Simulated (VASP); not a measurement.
The system is InSb.

```
In Sb
1.0
    -2.94474    2.94474    1.63638
     2.94474   -2.94474    1.63638
     2.94474    2.94474   -1.63638
In Sb
1 1
Cartesian
  0.0000 2.9447 0.8182
  0.0000 0.0000 0.0000
```

Measurements of this composition are mostly on another form, of space group No. 216.

```yaml
Program: VASP 6.6.1
Task: relaxation of cell and atoms
Functional: LDA
Potentials_or_basis: VASP PAW LDA potentials, release 64 (In_d, Sb)
Cutoff: 600 eV
k_mesh: 14 × 14 × 14
Occupations: gaussian, width 0.1 eV
Spin: no spin polarisation
```

At the start: pressure -4.1 GPa; volume 28.38 Å³/atom.

Problem. How do energy, volume and symmetry change on relaxing?

Solution. Over 8 steps the energy falls by 33.9 meV/atom and the volume is 26.04 Å³/atom (-8.3 %); space group I-4m2 (No. 119, to 0.05 Å).

Step by step:
| step | energy change (eV) | largest force (eV/Å) | pressure (GPa) | volume (Å³) |
| --- | --- | --- | --- | --- |
| 1 | 0.0000 | 0.0000 | -4.13 | 56.76 |
| 2 | -0.0619 | 0.0000 | 1.38 | 50.96 |
| 3 | -0.0664 | 0.0000 | 0.04 | 52.05 |
| 4 | -0.0675 | 0.0000 | 0.03 | 52.04 |
| 5 | -0.0678 | 0.0000 | 0.03 | 52.03 |
| 6 | -0.0678 | 0.0000 | 0.03 | 52.03 |
| 7 | -0.0678 | 0.0000 | 0.03 | 52.03 |
| 8 | -0.0678 | 0.0000 | -0.02 | 52.07 |

Final structure:
```
CELL_PARAMETERS angstrom
-2.87862 2.87862 1.57098
2.87862 -2.87862 1.57098
2.87862 2.87862 -1.57098
ATOMIC_POSITIONS crystal
In 0.75000 0.25000 0.50000
Sb 0.00000 0.00000 0.00000
```
